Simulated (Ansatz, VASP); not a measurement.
# One calculation of Sb, two programs

The input INCAR:

```
SYSTEM = Sb
ALGO = Normal
EDIFF = 1E-7
ENCUT = 520
ISIF = 2
ISMEAR = -1
LASPH = .True.
LCHARG = .False.
LREAL = .False.
LWAVE = .False.
NBANDS = 8
NELM = 60
PREC = Accurate
SIGMA = 0.05
```

Contents of KPOINTS:

```
k-points
0
Gamma
  12 12 12
  0 0 0
```

File POSCAR:

```
Sb
1.0
    3.0833436100      0.0000000000      0.0000000000
    0.0000000000      3.0833436100      0.0000000000
    0.0000000000      0.0000000000      3.0833436100
Sb
1
Direct
    0.0000000000      0.0000000000      0.0000000000
```

Input for Ansatz:

```yaml
crystal:
  lattice:
    - [3.08334361, 0.0, 0.0]
    - [0.0, 3.08334361, 0.0]
    - [0.0, 0.0, 3.08334361]
  atoms:
    - { symbol: Sb, position: [0.0, 0.0, 0.0] }
kpoints:
  mp_grid: { grid: [12, 12, 12] }
  band_path:
    path:
      - [0.0, 0.0, 0.0]
      - [0.0, 0.5, 0.0]
      - [0.5, 0.5, 0.0]
      - [0.0, 0.0, 0.0]
      - [0.5, 0.5, 0.5]
      - [0.0, 0.5, 0.0]
      - [0.5, 0.5, 0.5]
      - [0.5, 0.5, 0.0]
    npoints: 5
scf:
  occupations: { method: fermi_dirac, width: 0.05 }
hamiltonian:
  xc: lda
  pseudopotentials: { kind: all_electron, lapw: { basis_error: 0.0005 } }
output:
  forces: true
  stress: true
  eigenvalues: true
```

Alike in both runs: task single point; functional LDA; k mesh 12 × 12 × 12; occupations fermi-dirac, width 0.05 eV; no spin polarisation.

|  | VASP | Ansatz |
| --- | --- | --- |
| version | VASP 6.6.1 | Ansatz 0.2.0 |
| potentials or method | VASP PAW LDA potentials, release 64 (Sb) | all-electron LAPW, scalar-relativistic |
| plane-wave cutoff (eV) | 520 | see its input |

|  | VASP | Ansatz | Ansatz less VASP |
| --- | --- | --- | --- |
| pressure (GPa) | -2.2 | -2.4 | -0.14 |

Ansatz ran all-electron here, so the differences hold the error of VASP's frozen core and of both bases.

Spin-orbit coupling is left out, which matters for the levels of Sb.
